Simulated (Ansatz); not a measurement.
# TiTe2 monolayer (1T): modes against uniaxial strain along the armchair direction, normal to a, with the width clamped, part 2 of 2

Aim: how do the optical modes of TiTe2 monolayer (1T) shift and split under this strain?

Ansatz 0.2.0; DFT PBE, scalar-relativistic, plane waves, PAW; PAW set soft_1.

So far, highest optical mode at the zone centre (no LO-TO term) (cm⁻¹): step 5 (modes at rest) 262; step 7 (strain 5 %) 246.

## (8) A member of the series: uniaxial strain of -3 % along the armchair direction, normal to a, with the width clamped

The cell takes a uniaxial strain of -3 % along the armchair direction, normal to a, with the width clamped. The cell is held, and the atoms relax in it.

input.yaml

```yaml
crystal:
  lattice:
    - [3.7539879042, 0.0, 0.0]
    - [-1.8769939521, 3.1535174239, 0.0]
    - [0.0, 0.0, 30.424]
  atoms:
    - { symbol: Ti, position: [0.0, 0.0, 0.328687878] }
    - { symbol: Te, position: [0.3350486068, 0.6700972136, 0.3865000539] }
    - { symbol: Te, position: [0.6649513932, 0.3299027864, 0.2708757021] }
  periodic: [true, true, false]
kpoints:
  mp_grid: { grid: [12, 12, 1] }
hamiltonian:
  xc: pbe
  pseudopotentials: { kind: paw, azcp: { folder: soft_1 } }
scf:
  occupations: { method: methfessel_paxton, width: 0.2 }
output:
  forces: true
  stress: true
  eigenvalues: true
relax:
  adjacent_minimum: "off"
  f_tol: 0.001
  max_steps: 60
```

On the command line:

```bash
ansatz run input.yaml --threads 8 --pin off --max-ram 16384MiB --backend cpu --events-out ev --progress --plain --runs-dir out
```

Run time: 6.5 s. Hardware: 8 threads of AMD EPYC 9B45 (Zen 5), shared host; peak memory 1.1 GiB.

Step by step:

```csv
step,energy less that of the first step (eV),largest force component (eV/Å)
1,0.0000,0.0767
2,0.0007,0.1137
3,-0.0008,0.0032
4,-0.0008,0.0023
5,-0.0008,0.0001
```

Relaxation step 2 was tried and not accepted.

Forces are held to the 4 operations that the run works with; a distortion that breaks them can't arise in this run.

The atoms that moved most (Å):

```csv
atom,dx,dy,dz,length
Te2,0.000,0.006,0.009,0.010
Te3,0.000,-0.006,-0.009,0.010
```

Final coordinates:

```cif
data_structure
_symmetry_space_group_name_H-M 'P 1'
_symmetry_Int_Tables_number 1
_cell_length_a 3.7540
_cell_length_b 3.6698
_cell_length_c 30.4240
_cell_angle_alpha 90.000
_cell_angle_beta 90.000
_cell_angle_gamma 120.761
_cell_volume 360.17
loop_
_atom_site_label
_atom_site_type_symbol
_atom_site_fract_x
_atom_site_fract_y
_atom_site_fract_z
_atom_site_occupancy
Ti1 Ti 0.00000 0.00000 0.32869 1
Te2 Te 0.33594 0.67187 0.38678 1
Te3 Te 0.66406 0.32813 0.27059 1
```

This step gave:

```yaml
area_per_atom: 3.946 Å²
```

The largest force component left is 0.053 meV/Å.

## (9) Zone-centre modes of the member: uniaxial strain of -3 % along the armchair direction, normal to a, with the width clamped

The zone-centre modes follow for uniaxial strain of -3 % along the armchair direction, normal to a, with the width clamped.

input.yaml, the sections that differ from step 8:

```yaml
crystal:
  lattice:
    - [3.7539879042, 0.0, 0.0]
    - [-1.8769939521, 3.1535174239, 0.0]
    - [0.0, 0.0, 30.424]
  atoms:
    - { symbol: Ti, position: [0.0, 0.0, 0.328687878] }
    - { symbol: Te, position: [0.3359362933, 0.6718725866, 0.3867835021] }
    - { symbol: Te, position: [0.6640637067, 0.3281274134, 0.2705922539] }
  periodic: [true, true, false]
output:
  eigenvalues: true
phonons:
  method: dfpt
# kpoints, hamiltonian, scf: as in step 8
# relax: removed
```

It took 25 s on 8 threads; peak memory 2 GiB.

Numbers from this step:

| Property | Result |
| --- | --- |
| sum-rule residual before enforcement | 3.65e-5 eV/Å² |
| highest optical mode at the zone centre (no LO-TO term) | 270.5 cm⁻¹ |
| lowest optical zone-centre mode | 91.67 cm⁻¹ |

Patterns of degenerate modes are one choice out of their space. The modes at Γ (shares of kinetic energy by element, %):

```csv
mode,frequency (cm⁻¹),symmetry,Ti %,Te %
1,0.0,acoustic,16,84
2,0.0,acoustic,16,84
3,0.0,acoustic,16,84
4,91.7,Bg,0,100
5,91.9,Ag,0,100
6,136.0,Ag,0,100
7,161.9,Bu,84,16
8,170.7,Au,84,16
9,270.5,Bu,84,16
```

Displacements in mode 4 (91.7 cm⁻¹), the largest set to 1:
```
Ti1  0.00  0.00  0.00
Te2  1.00  0.00  0.00
Te3 -1.00  0.00  0.00
```

Displacements in mode 9 (270.5 cm⁻¹), the largest set to 1:
```
Ti1  0.00  0.06  1.00
Te2  0.00 -0.01 -0.19
Te3  0.00 -0.01 -0.19
```

The lowest optical mode is real, 91.7 cm⁻¹, and the highest lies at 270.5 cm⁻¹.

Between step 5 and this run (strain -3 %) the value for the highest optical mode at the zone centre (no LO-TO term) moves from 262 cm⁻¹ to 271 cm⁻¹ (+3 %).

## (10) All members side by side

The members are set side by side, also those not shown above.

Energies are extrapolated to zero smearing, and E0 is that at rest; the cell is clamped and the atoms are relaxed; all runs use 12×12×1 k points and Methfessel-Paxton smearing of 0.2 eV. State of the crystal along the series:

```csv
strain (%),E - E0 (meV/atom)
-3,5.238
-2,2.318
-1,0.5801
0,0
1,0.5634
2,2.265
3,5.061
4,8.871
5,13.6
```

Optical modes are counted from below at rest and tracked from member to member by their patterns, and modes that stay within 0.3 cm⁻¹ of each other stand once; labels, where given, are those at rest, then, where named, those of the strained cell; the cell is clamped and the atoms are relaxed; all runs use 12×12×1 k points and Methfessel-Paxton smearing of 0.2 eV. Optical modes along the series:

```csv
strain (%),optical mode 1 Eg to Ag single part (cm⁻¹),optical mode 2 Eg to Bg single part (cm⁻¹),optical mode 3 A1g to Ag (cm⁻¹),optical mode 4 Eu to Au single part (cm⁻¹),optical mode 5 Eu to Bu single part (cm⁻¹),optical mode 6 A2u to Bu (cm⁻¹)
-3,91.92,91.67,136,170.7,161.9,270.5
-2,92.06,91.87,135.3,165.9,160.6,267.7
-1,92.15,92.05,134.6,160.6,158.3,264.8
0,92.21,92.21,134,155.1,155.1,261.8
1,92.24,92.36,133.4,149.8,151.4,258.7
2,92.18,92.48,132.7,144.9,147.4,255.5
3,91.99,92.59,131.8,140.1,143.5,252.2
4,91.69,92.68,130.9,135.2,140,248.9
5,91.29,92.78,130,130.2,137.1,245.6
```

Value and slope at zero strain of a cubic (a lower polynomial where under five rows exist) through the rows within 2 % of rest. Slopes at rest:

```csv
mode,frequency (cm⁻¹),shift per percent of strain (cm⁻¹)
optical mode 1 Eg to Ag single part,92.2,0.05
optical mode 2 Eg to Bg single part,92.2,0.16
optical mode 3 A1g to Ag,134,-0.6
optical mode 4 Eu to Au single part,155.1,-5.41
optical mode 5 Eu to Bu single part,155.1,-3.48
optical mode 6 A2u to Bu,261.8,-3.05
```

## (11) Results

```json
{"members": "9", "highest optical mode at the zone centre (no LO-TO term), at rest": "261.8 cm⁻¹", "optical mode 3 A1g to Ag, shift per percent": "-0.60 cm⁻¹", "optical mode 4 Eu to Au single part, shift per percent": "-5.41 cm⁻¹", "optical mode 5 Eu to Bu single part, shift per percent": "-3.48 cm⁻¹", "optical mode 6 A2u to Bu, shift per percent": "-3.05 cm⁻¹"}
```

In words: The strain lowers the symmetry: the level at 155.1 cm⁻¹ splits, into 130.2 and 137.1 cm⁻¹ at +5 %. Within 2 % of rest optical mode 1 Eg to Ag single part bends away from a straight line, so a single slope holds only near rest. The fastest shift in the table of slopes is -5.4 cm⁻¹ for each percent (optical mode 4 Eu to Au single part). The width is clamped, so the contraction across the strain that a free sheet shows is left out. These are harmonic frequencies at zero temperature: anharmonic shifts, linewidths and thermal expansion are left out. Spin-orbit coupling is left out, which can matter for the heavy elements here. With no gap, or one that is small against the smearing, the frequencies hang on the k mesh and the smearing, most of all near Kohn anomalies. A semilocal functional can close a gap that the real compound would have, so the metallic treatment may be an artefact of the level. The starting cell was built on a prototype and not taken from a measurement. Only the zone centre was solved, so an instability at another wavevector cannot show here.

[Logs are printed without paths, hosts, clocks, repeated set-up lines and the standing remarks that a program may print on its own settings, such as how far it seeks lower states.]

[Hosts, paths, dates, database ids (printed as entryN), source tags and the programs' standing remarks are cut or masked in the printed files.]
